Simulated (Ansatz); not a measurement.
An Ansatz (a quantum-chemistry and plane-wave program) run: GeTe with a change (strain tensor (xx, yy, zz, yz, xz, xy) = (−1.56, −1.55, +0.16, −0.75, −0.58, −2.02) %); Ansatz, PBE, PAW, cutoff 420 eV, scalar-relativistic without spin-orbit coupling.

Input:

Ansatz 0.2 input:
```yaml
crystal:
  lattice:
    - [2.0348299559, 1.131509087, 3.6244992287]
    - [-2.1258598998, 1.216675585, 3.6488023237]
    - [0.0282413788, -2.4295368128, 3.663920494]
  atoms:
    - { symbol: Ge, position: [0.2342348657, 0.2342348657, 0.2342348657] }
    - { symbol: Te, position: [0.7657651343, 0.7657651343, 0.7657651343] }
basis: { ecutwfc: 420, ecutrho_ratio: 4, xc_grid: 2, fft_grid_basis: typed }
kpoints: { mp_grid: { grid: [10, 10, 10] } }
hamiltonian:
  xc: pbe
  dispersion: none
  pseudopotentials: { kind: paw }
scf: { occupations: { method: fermi_dirac, width: 0.05 }, convergence: { dr2_threshold: 0.0000000002 } }
relax: { f_tol: 0.005, max_steps: 50 }
output: { forces: true, stress: true }
checkpoint: { write: state.ck, write_every: 1000 }
```

Output (explanatory and most iteration lines left out):

```
Relaxation: its limit of steps is 50 (relax.max_steps)
Pseudopotential: Ge, paw, valence charge 14
Pseudopotential: Te, paw, valence charge 16
Crystal: 2 atoms, lattice volume = 54.635 Å³
Basis set: ecut = 420 eV, 1061 PW (Γ), exchange–correlation on 60×60×60 points (8 copies of the dense FFT grid, shifted against one another)
Bands: 19, of which v1, the nominal top of the filled ones, is band 15 counted from 1 (14 counted from 0)
Symmetry: 1 space group operations
Space group: P1 (ITA 1), of the structure as read, at distance tolerance 3.8e-5 Å
k-points: 504 of 1000 (time reversal used)
Functional: x = pbe(κ = 0.804, μ = 0.2195149727645171), c = pbe(β = 0.06672455060314922)
SCF iter   1: F=—  HF=-11275.106442 eV  |F-HF|=—  |Δ(HF+E_count)|=         —  Δρ=1.78e-3  dr2=2.37e-3  ethr=1.77e-3  ⟨swp⟩=6.0  Hψ=49497  notcnv=0
SCF iter   2: F=—  HF=-11275.104880 eV  |F-HF|=—  |Δ(HF+E_count)|=   1.56e-3  Δρ=5.83e-4  dr2=1.51e-4  ethr=7.91e-6  ⟨swp⟩=2.2  Hψ=19884  notcnv=0
SCF 1 converged in 8 iterations: F = -11275.104971 eV  dr2 = 1.43e-10
relax step   1: F+E_penalty+E_count = -11275.10497068 eV  Δ(F+E_penalty+E_count) = +0.000e0 eV  max|allowed force component| = 6.493e-2 eV/Å  Δτ_max = 0.0000 Å  (8 SCF iters, accepted)
Crystal: 2 atoms, lattice volume = 54.635 Å³
SCF iter   1: F=—  HF=-11275.106111 eV  |F-HF|=—  |Δ(HF+E_count)|=         —  Δρ=7.96e-4  dr2=4.00e-4  ethr=1.32e-6  ⟨swp⟩=2.0  Hψ=35208  notcnv=0
SCF iter   2: F=—  HF=-11275.106038 eV  |F-HF|=—  |Δ(HF+E_count)|=   7.28e-5  Δρ=3.70e-4  dr2=7.63e-5  ethr=1.32e-6  ⟨swp⟩=1.3  Hψ=9911  notcnv=0
SCF 2 converged in 7 iterations: F = -11275.106028 eV  dr2 = 2.63e-11
relax step   2: F+E_penalty+E_count = -11275.10602832 eV  Δ(F+E_penalty+E_count) = -1.058e-3 eV  max|allowed force component| = 2.011e-2 eV/Å  Δτ_max = 0.0136 Å  (7 SCF iters, accepted)
Crystal: 2 atoms, lattice volume = 54.635 Å³
SCF iter   1: F=—  HF=-11275.106167 eV  |F-HF|=—  |Δ(HF+E_count)|=         —  Δρ=2.12e-4  dr2=1.98e-5  ethr=1.09e-6  ⟨swp⟩=2.2  Hψ=22290  notcnv=0
SCF iter   2: F=—  HF=-11275.106166 eV  |F-HF|=—  |Δ(HF+E_count)|=   8.16e-7  Δρ=1.00e-4  dr2=3.90e-6  ethr=6.59e-8  ⟨swp⟩=1.0  Hψ=13613  notcnv=0
SCF 3 converged in 6 iterations: F = -11275.106166 eV  dr2 = 1.34e-11
relax step   3: F+E_penalty+E_count = -11275.10616623 eV  Δ(F+E_penalty+E_count) = -1.379e-4 eV  max|allowed force component| = 9.004e-3 eV/Å  Δτ_max = 0.0039 Å  (6 SCF iters, accepted)
Crystal: 2 atoms, lattice volume = 54.635 Å³
SCF iter   1: F=—  HF=-11275.106208 eV  |F-HF|=—  |Δ(HF+E_count)|=         —  Δρ=1.99e-4  dr2=1.53e-5  ethr=5.94e-7  ⟨swp⟩=2.2  Hψ=22420  notcnv=0
SCF iter   2: F=—  HF=-11275.106208 eV  |F-HF|=—  |Δ(HF+E_count)|=   2.31e-7  Δρ=9.50e-5  dr2=3.08e-6  ethr=5.10e-8  ⟨swp⟩=1.0  Hψ=13609  notcnv=0
SCF 4 converged in 6 iterations: F = -11275.106208 eV  dr2 = 6.12e-12
relax step   4: F+E_penalty+E_count = -11275.10620788 eV  Δ(F+E_penalty+E_count) = -4.165e-5 eV  max|allowed force component| = 5.031e-4 eV/Å  Δτ_max = 0.0037 Å  (6 SCF iters, accepted)
SCF converged after 6 iterations
Free energy (F): -11275.106208 eV
Internal energy: -11275.105975 eV  (E = F + TS)
E sigma→0 (E₀):  -11275.106092 eV
Entropy (-TS):   -0.000233 eV (-0.116 meV/atom)
Fermi energy:    9.426212 eV
--- Forces (eV/Å), atoms counted from 1 ---
  atom   1  Ge    -0.00050315     0.00022575    -0.00016897
  atom   2  Te     0.00050314    -0.00022572     0.00016885
--- Stress (GPa, compression-positive) ---
        1.471364       1.289862      -0.297366
        1.289862       2.102147       0.502314
       -0.297366       0.502314       0.650136
  P = ⅓ Tr σ = 1.4079 GPa (14.079 kbar)
--- Relaxed structure (4 steps of the walk, 4 accepted, 0 SCFs on fresh bases) ---
  atoms:
    - { symbol: Ge, position: [0.2367302720262255, 0.23737067412638602, 0.2311172127825827] }
    - { symbol: Te, position: [0.7632697279737745, 0.762629325873614, 0.7688827872174172] }
```

With Te present, leaving out spin-orbit coupling can change the band edges. Stability against distortions was not tested. The cell was made from GeTe (space group R3m, No. 160) by this change: strain tensor (xx, yy, zz, yz, xz, xy) = (−1.56, −1.55, +0.16, −0.75, −0.58, −2.02) %.
